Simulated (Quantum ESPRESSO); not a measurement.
# HgTe (Coloradoite) (F-43m) in Quantum ESPRESSO: equation of state

Aim: energy against volume of HgTe (Coloradoite) in PBEsol, for its equilibrium volume and stiffness.

All numbers are computed with Quantum ESPRESSO 7.5; they aren't measurements. Logs are shortened: lines on timing, memory, paths and dates and some standing lists are left out, and cuts for length are marked.

**Experimental background.**

From a printed reference work, monograph, for a bulk crystal of HgTe: bulk modulus 43 GPa.

The results are compared with them further down.

### 1 Starting point

It takes space group F-43m (No. 216, cubic). The conventional cell has a = 6.429 Å, b = 6.429 Å, c = 6.429 Å, α = 90.00°, β = 90.00°, γ = 90.00°. Hg (site symmetry -43m) has 4 Te at 2.78 Å as nearest neighbours. Te (site symmetry -43m) is surrounded by 4 Hg at 2.78 Å.

### 2 Single point, PBEsol, 31.22 Å³/atom

pw.in reads:

```
&CONTROL
  calculation = 'scf'
  prefix = 'pwscf'
  outdir = './tmp'
  pseudo_dir = './pseudo'
  tstress = .true.
  disk_io = 'nowf'
/
&SYSTEM
  ibrav = 0
  nat = 2
  ntyp = 2
  ecutwfc = 45
  ecutrho = 360
  nbnd = 15
  occupations = 'smearing'
  smearing = 'fd'
  degauss = 0.00367493
/
&ELECTRONS
  conv_thr = 4d-10
  electron_maxstep = 120
  mixing_beta = 0.5
/
ATOMIC_SPECIES
Hg   200.5920 hg_pbesol_v1.uspp.F.UPF
Te   127.6000 te_pbesol_v1.uspp.F.UPF
CELL_PARAMETERS angstrom
   0.0000000000    3.1488795465    3.1488795465
   3.1488795465    0.0000000000    3.1488795465
   3.1488795465    3.1488795465    0.0000000000
ATOMIC_POSITIONS crystal
Hg     0.0000000000    0.0000000000    0.0000000000
Te     0.7500000000    0.7500000000    0.7500000000
K_POINTS automatic
7 7 7 0 0 0
```

Potentials or basis: GBRV 1.5 PBEsol.

On the command line:

```
$ OMP_NUM_THREADS=1 mpirun -n 2 pw.x -nk 2 -in pw.in > pw.out
```

pw.out:

```text
This program is part of the open-source Quantum ESPRESSO suite
     for quantum simulation of materials; please cite
[... 13 lines left out ...]
     --------------------
     sticks:   dense  smooth     PW     G-vecs:    dense   smooth      PW
     Sum        1765     871    253                48671    17153    2741

     Using Slab Decomposition

     bravais-lattice index     =            0
     lattice parameter (alat)  =       8.4153  a.u.
     unit-cell volume          =     421.4002 (a.u.)^3
     number of atoms/cell      =            2
     number of atomic types    =            2
     number of electrons       =        18.00
     number of Kohn-Sham states=           15
     kinetic-energy cutoff     =      45.0000  Ry
     charge density cutoff     =     360.0000  Ry
     scf convergence threshold =      4.0E-10
     mixing beta               =       0.5000
     number of iterations used =            8  plain     mixing
     Exchange-correlation= SLA  PW   PSX  PSC
                           (   1   4  10   8   0   0   0)

     celldm(1)=   8.415306  celldm(2)=   0.000000  celldm(3)=   0.000000
     celldm(4)=   0.000000  celldm(5)=   0.000000  celldm(6)=   0.000000

     crystal axes: (cart. coord. in units of alat)
               a(1) = (   0.000000   0.707107   0.707107 )
               a(2) = (   0.707107   0.000000   0.707107 )
               a(3) = (   0.707107   0.707107   0.000000 )

     reciprocal axes: (cart. coord. in units 2 pi/alat)
               b(1) = ( -0.707107  0.707107  0.707107 )
               b(2) = (  0.707107 -0.707107  0.707107 )
               b(3) = (  0.707107  0.707107 -0.707107 )

     PseudoPot. # 1 for Hg read from file:
     hg_pbesol_v1.uspp.F.UPF
     Pseudo is Ultrasoft + core correction, Zval = 12.0
     Generated by new atomic code, or converted to UPF format
     Using radial grid of  985 points,  6 beta functions with:
                l(1) =   0
                l(2) =   0
                l(3) =   1
                l(4) =   1
                l(5) =   2
                l(6) =   2
     Q(r) pseudized with  8 coefficients,  rinner =    2.000   2.000   2.000
                                                       2.000   2.000

     PseudoPot. # 2 for Te read from file:
     te_pbesol_v1.uspp.F.UPF
     Pseudo is Ultrasoft + core correction, Zval =  6.0
     Generated by new atomic code, or converted to UPF format
     Using radial grid of  891 points,  5 beta functions with:
                l(1) =   0
                l(2) =   0
                l(3) =   1
                l(4) =   1
                l(5) =   2
     Q(r) pseudized with  6 coefficients,  rinner =    1.800   1.800   1.800
                                                       1.800   1.800

     atomic species   valence    mass     pseudopotential
     Hg               12.00   200.59200     Hg( 1.00)
     Te                6.00   127.60000     Te( 1.00)

     24 Sym. Ops. (no inversion) found

   Cartesian axes

     site n.     atom                  positions (alat units)
         1        Hg     tau(   1) = (   0.0000000   0.0000000   0.0000000  )
         2        Te     tau(   2) = (   1.0606602   1.0606602   1.0606602  )

     number of k points=    20  Fermi-Dirac smearing, width (Ry)=  0.0037
                       cart. coord. in units 2pi/alat
        k(    1) = (   0.0000000   0.0000000   0.0000000), wk =   0.0058309
        k(    2) = (   0.1010153   0.1010153  -0.1010153), wk =   0.0466472
        k(    3) = (   0.2020305   0.2020305  -0.2020305), wk =   0.0466472
        k(    4) = (   0.3030458   0.3030458  -0.3030458), wk =   0.0466472
        k(    5) = (   0.2020305   0.0000000  -0.0000000), wk =   0.0349854
        k(    6) = (   0.3030458   0.1010153  -0.1010153), wk =   0.1399417
        k(    7) = (   0.4040610   0.2020305  -0.2020305), wk =   0.1399417
        k(    8) = (  -0.2020305  -0.4040610   0.4040610), wk =   0.1399417
        k(    9) = (  -0.1010153  -0.3030458   0.3030458), wk =   0.1399417
        k(   10) = (  -0.0000000  -0.2020305   0.2020305), wk =   0.0699708
        k(   11) = (   0.4040610   0.0000000  -0.0000000), wk =   0.0349854
        k(   12) = (   0.5050763   0.1010153  -0.1010153), wk =   0.1399417
        k(   13) = (  -0.1010153  -0.5050763   0.5050763), wk =   0.1399417
        k(   14) = (  -0.0000000  -0.4040610   0.4040610), wk =   0.0699708
        k(   15) = (   0.6060915  -0.0000000   0.0000000), wk =   0.0349854
        k(   16) = (  -0.0000000  -0.6060915   0.6060915), wk =   0.0699708
        k(   17) = (   0.4040610   0.2020305   0.0000000), wk =   0.1399417
        k(   18) = (  -0.2020305  -0.4040610   0.6060915), wk =   0.2798834
        k(   19) = (  -0.1010153  -0.5050763   0.7071068), wk =   0.1399417
        k(   20) = (  -0.0000000  -0.4040610   0.6060915), wk =   0.1399417

     Dense  grid:    48671 G-vectors     FFT dimensions: (  54,  54,  54)

     Smooth grid:    17153 G-vectors     FFT dimensions: (  36,  36,  36)

     Initial potential from superposition of free atoms

     starting charge      17.9997, renormalised to      18.0000
     Starting wfcs are   13 randomized atomic wfcs +    2 random wfcs

     Self-consistent Calculation

     iteration #  1     ecut=    45.00 Ry     beta= 0.50
     Davidson diagonalization with overlap
     ethr =  1.00E-02,  avg # of iterations =  5.5

     Threshold (ethr) on eigenvalues was too large:
     Diagonalizing with lowered threshold

     Davidson diagonalization with overlap
     ethr =  3.09E-04,  avg # of iterations =  3.3

     total energy              =    -133.95223265 Ry
     estimated scf accuracy    <       0.05280612 Ry

     iteration #  2     ecut=    45.00 Ry     beta= 0.50
     Davidson diagonalization with overlap
     ethr =  2.93E-04,  avg # of iterations =  2.0

     total energy              =    -133.96512162 Ry
     estimated scf accuracy    <       0.01335539 Ry

     iteration #  3     ecut=    45.00 Ry     beta= 0.50
     Davidson diagonalization with overlap
     ethr =  7.42E-05,  avg # of iterations =  2.3

     total energy              =    -133.96725829 Ry
     estimated scf accuracy    <       0.00099890 Ry

     iteration #  4     ecut=    45.00 Ry     beta= 0.50
     Davidson diagonalization with overlap
     ethr =  5.55E-06,  avg # of iterations =  5.8

     total energy              =    -133.96731070 Ry
     estimated scf accuracy    <       0.00005586 Ry

     iteration #  5     ecut=    45.00 Ry     beta= 0.50
     Davidson diagonalization with overlap
     ethr =  3.10E-07,  avg # of iterations =  3.6

     total energy              =    -133.96733240 Ry
     estimated scf accuracy    <       0.00000267 Ry

     iteration #  6     ecut=    45.00 Ry     beta= 0.50
     Davidson diagonalization with overlap
     ethr =  1.48E-08,  avg # of iterations =  3.2

     total energy              =    -133.96733348 Ry
     estimated scf accuracy    <       0.00000084 Ry

     iteration #  7     ecut=    45.00 Ry     beta= 0.50
     Davidson diagonalization with overlap
     ethr =  4.69E-09,  avg # of iterations =  2.0

     total energy              =    -133.96733374 Ry
     estimated scf accuracy    <       0.00000006 Ry

     iteration #  8     ecut=    45.00 Ry     beta= 0.50
     Davidson diagonalization with overlap
     ethr =  3.57E-10,  avg # of iterations =  2.5

     End of self-consistent calculation

          k = 0.0000 0.0000 0.0000 (  2109 PWs)   bands (ev):

    -5.5319  -0.7233  -0.7233  -0.7233  -0.0851  -0.0851   6.4921   7.1319
     7.1319   7.1319  11.1105  11.1105  11.1105  13.5919  16.8947

          k = 0.1010 0.1010-0.1010 (  2133 PWs)   bands (ev):

    -5.4143  -0.6901  -0.6901  -0.6883  -0.0875  -0.0875   4.9787   6.8616
     6.8616   7.8838  11.1334  11.4537  11.4537  14.7811  15.8227

          k = 0.2020 0.2020-0.2020 (  2142 PWs)   bands (ev):

    -5.1319  -0.6235  -0.6235  -0.4954  -0.0795  -0.0795   3.0394   6.3558
     6.3558   7.9021  11.9234  11.9234  12.3892  14.7456  15.7778

          k = 0.3030 0.3030-0.3030 (  2129 PWs)   bands (ev):

    -4.8855  -0.5818  -0.5818  -0.0551  -0.0551   0.0323   1.4179   6.0074
     6.0074   7.7455  12.0069  12.0069  13.7884  14.8364  16.9399

          k = 0.2020 0.0000-0.0000 (  2137 PWs)   bands (ev):

    -5.3747  -0.7195  -0.6576  -0.6576  -0.1105  -0.0672   4.9304   6.4343
     6.4343   8.5760  10.2226  12.0093  12.0093  14.5190  15.3536

          k = 0.3030 0.1010-0.1010 (  2141 PWs)   bands (ev):

    -5.1451  -0.6598  -0.5835  -0.5484  -0.1129  -0.0512   3.5181   5.8322
     5.8993   8.9276  10.4902  12.4319  12.6729  14.6075  16.3187

          k = 0.4041 0.2020-0.2020 (  2138 PWs)   bands (ev):

    -4.8809  -0.5830  -0.5327  -0.2489  -0.0393  -0.0006   1.9201   5.2156
     5.6198   8.8155  11.2987  12.7272  12.9920  15.5968  16.5461

          k =-0.2020-0.4041 0.4041 (  2152 PWs)   bands (ev):

    -4.7952  -0.5593  -0.5322  -0.0956  -0.0602   0.2693   1.2010   4.8718
     5.7437   8.7396  11.5120  12.4756  14.0456  15.5904  16.7364

          k =-0.1010-0.3030 0.3030 (  2153 PWs)   bands (ev):

    -4.9640  -0.5784  -0.5733  -0.3398  -0.1008  -0.0280   2.4251   4.9766
     6.2122   8.7873  11.7287  12.1640  12.6360  15.2861  15.9818

          k =-0.0000-0.2020 0.2020 (  2137 PWs)   bands (ev):

    -5.2403  -0.6514  -0.6409  -0.6018  -0.1081  -0.0642   3.9548   5.7032
     6.7411   8.5869  11.1184  11.6444  12.1915  14.9922  15.8653

          k = 0.4041 0.0000-0.0000 (  2149 PWs)   bands (ev):

    -4.9934  -0.6566  -0.4902  -0.4902  -0.1107  -0.0267   3.1362   5.3054
     5.3054   9.0095   9.8254  13.8239  13.8239  13.8796  17.1598

          k = 0.5051 0.1010-0.1010 (  2135 PWs)   bands (ev):

    -4.7809  -0.5712  -0.4193  -0.3701  -0.0159   0.0533   2.0993   4.5872
     4.9839   9.1741  10.1711  13.3200  14.2557  15.9159  17.6473

          k =-0.1010-0.5051 0.5051 (  2152 PWs)   bands (ev):

    -4.6729  -0.5259  -0.4176  -0.2056  -0.0454   0.4257   1.2678   3.9025
     5.1127   9.2812  11.2908  13.5537  13.8125  15.4566  16.9653

          k =-0.0000-0.4041 0.4041 (  2153 PWs)   bands (ev):

    -4.7580  -0.5305  -0.4844  -0.1408  -0.0915   0.1236   1.7471   3.8905
     5.6274   9.3717  11.6531  13.0522  13.2329  15.6165  15.7158

          k = 0.6061-0.0000 0.0000 (  2156 PWs)   bands (ev):

    -4.6567  -0.5787  -0.3293  -0.3293   0.0061   0.2394   1.5771   4.5714
     4.5714   8.8545   9.4024  15.1551  15.8410  15.8410  17.3637

          k =-0.0000-0.6061 0.6061 (  2151 PWs)   bands (ev):

    -4.6083  -0.5374  -0.3279  -0.2932  -0.0088   0.5448   1.1371   4.0825
     4.6235   9.0801   9.9626  14.6745  15.3381  16.0330  17.5823

          k = 0.4041 0.2020 0.0000 (  2136 PWs)   bands (ev):

    -4.9212  -0.5825  -0.5178  -0.3989  -0.0790  -0.0201   2.6002   4.6760
     5.6416   9.4744  10.6808  12.1044  13.7080  15.0180  17.6503

          k =-0.2020-0.4041 0.6061 (  2153 PWs)   bands (ev):

    -4.7317  -0.5203  -0.4772  -0.1865  -0.0619   0.2366   1.5271   4.1553
     5.2115   9.6467  11.3029  12.3060  14.2867  15.2925  17.1818

          k =-0.1010-0.5051 0.7071 (  2164 PWs)   bands (ev):

    -4.6476  -0.5085  -0.3940  -0.2727  -0.0323   0.3737   1.4246   4.1589
     4.5170   9.6691  10.3374  13.1622  14.8710  16.1777  18.1079

          k =-0.0000-0.4041 0.6061 (  2168 PWs)   bands (ev):

    -4.6264  -0.4838  -0.4051  -0.1703  -0.0981   0.5754   1.1543   3.7803
     4.6122   9.9787  11.4242  12.7534  13.5894  16.1182  17.4046

     the Fermi energy is     7.1693 ev

!    total energy              =    -133.96733376 Ry
     estimated scf accuracy    <          2.2E-10 Ry
     smearing contrib. (-TS)   =      -0.00004605 Ry
     internal energy E=F+TS    =    -133.96728771 Ry

     The total energy is F=E-TS. E is the sum of the following terms:
     one-electron contribution =     -29.71368151 Ry
     hartree contribution      =      27.96870020 Ry
     xc contribution           =     -53.17426000 Ry
     ewald contribution        =     -79.04804640 Ry

     convergence has been achieved in   8 iterations

     Computing stress (Cartesian axis) and pressure

          total   stress  (Ry/bohr**3)                   (kbar)     P=       60.56
   0.00041171  -0.00000000   0.00000000           60.56       -0.00        0.00
  -0.00000000   0.00041171   0.00000000           -0.00       60.56        0.00
   0.00000000   0.00000000   0.00041171            0.00        0.00       60.56

=------------------------------------------------------------------------------=
   JOB DONE.
=------------------------------------------------------------------------------=
```

Wall time 8.1 s (2 MPI ranks of Arm Neoverse V2, shared host); peak memory 0.28 GiB.

What came out:

```
Free energy            : -1822.7184 eV
Pressure               : 6.1 GPa
Band gap on the k mesh : none (metal or under the smearing width)
```

### 3 Single point, PBEsol, 31.89 Å³/atom

Changes to pw.in since step 2:

```diff
@@ -28,5 +28,5 @@
 CELL_PARAMETERS angstrom
-   0.0000000000    3.1488795465    3.1488795465
-   3.1488795465    0.0000000000    3.1488795465
-   3.1488795465    3.1488795465    0.0000000000
+   0.0000000000    3.1710554852    3.1710554852
+   3.1710554852    0.0000000000    3.1710554852
+   3.1710554852    3.1710554852    0.0000000000
 ATOMIC_POSITIONS crystal
```

Potentials or basis: GBRV 1.5 PBEsol.

On the command line:

```
$ OMP_NUM_THREADS=1 mpirun -n 2 pw.x -nk 2 -in pw.in > pw.out
```

Run time: 9 s. Hardware: 2 MPI ranks of Arm Neoverse V2, shared host; peak memory 0.28 GiB.

The run converged. Its results:

| Item | Value |
| --- | --- |
| Free energy | -1822.7626 eV |
| Pressure | 4.6 GPa |
| Band gap on the k mesh | none (metal or under the smearing width) |

### 4 Single point, PBEsol, 32.55 Å³/atom

Changes to pw.in since step 3:

```diff
@@ -28,5 +28,5 @@
 CELL_PARAMETERS angstrom
-   0.0000000000    3.1710554852    3.1710554852
-   3.1710554852    0.0000000000    3.1710554852
-   3.1710554852    3.1710554852    0.0000000000
+   0.0000000000    3.1929255244    3.1929255244
+   3.1929255244    0.0000000000    3.1929255244
+   3.1929255244    3.1929255244    0.0000000000
 ATOMIC_POSITIONS crystal
```

On the command line:

```
$ OMP_NUM_THREADS=1 mpirun -n 2 pw.x -nk 2 -in pw.in > pw.out
```

Run time: 9.9 s. Hardware: 2 MPI ranks of Arm Neoverse V2, shared host; peak memory 0.3 GiB.

It converged, with:

```yaml
Free_energy: -1822.7955 eV
Pressure: 3.3 GPa
Band_gap_on_the_k_mesh: none (metal or under the smearing width)
```

### 5 Single point, PBEsol, 33.22 Å³/atom

Changes to pw.in since step 4:

```diff
@@ -28,5 +28,5 @@
 CELL_PARAMETERS angstrom
-   0.0000000000    3.1929255244    3.1929255244
-   3.1929255244    0.0000000000    3.1929255244
-   3.1929255244    3.1929255244    0.0000000000
+   0.0000000000    3.2145000000    3.2145000000
+   3.2145000000    0.0000000000    3.2145000000
+   3.2145000000    3.2145000000    0.0000000000
 ATOMIC_POSITIONS crystal
```

On the command line:

```
$ OMP_NUM_THREADS=1 mpirun -n 2 pw.x -nk 2 -in pw.in > pw.out
```

It took 10 s on 2 MPI ranks of Arm Neoverse V2, shared host; peak memory 0.3 GiB.

It converged, with:

| Item | Value |
| --- | --- |
| Free energy | -1822.8184 eV |
| Pressure | 2.2 GPa |
| Band gap on the k mesh | none (metal or under the smearing width) |

### 6 Single point, PBEsol, 33.88 Å³/atom

Changes to pw.in since step 5:

```diff
@@ -28,5 +28,5 @@
 CELL_PARAMETERS angstrom
-   0.0000000000    3.2145000000    3.2145000000
-   3.2145000000    0.0000000000    3.2145000000
-   3.2145000000    3.2145000000    0.0000000000
+   0.0000000000    3.2357886999    3.2357886999
+   3.2357886999    0.0000000000    3.2357886999
+   3.2357886999    3.2357886999    0.0000000000
 ATOMIC_POSITIONS crystal
```

Potentials or basis: GBRV 1.5 PBEsol.

On the command line:

```
$ OMP_NUM_THREADS=1 mpirun -n 2 pw.x -nk 2 -in pw.in > pw.out
```

Wall time 10 s (2 MPI ranks of Arm Neoverse V2, shared host); peak memory 0.3 GiB.

Results (log left out):

```yaml
Free_energy: -1822.8323 eV
Pressure: 1.2 GPa
Band_gap_on_the_k_mesh: none (metal or under the smearing width)
```

(Continued in part 2 of 2.)
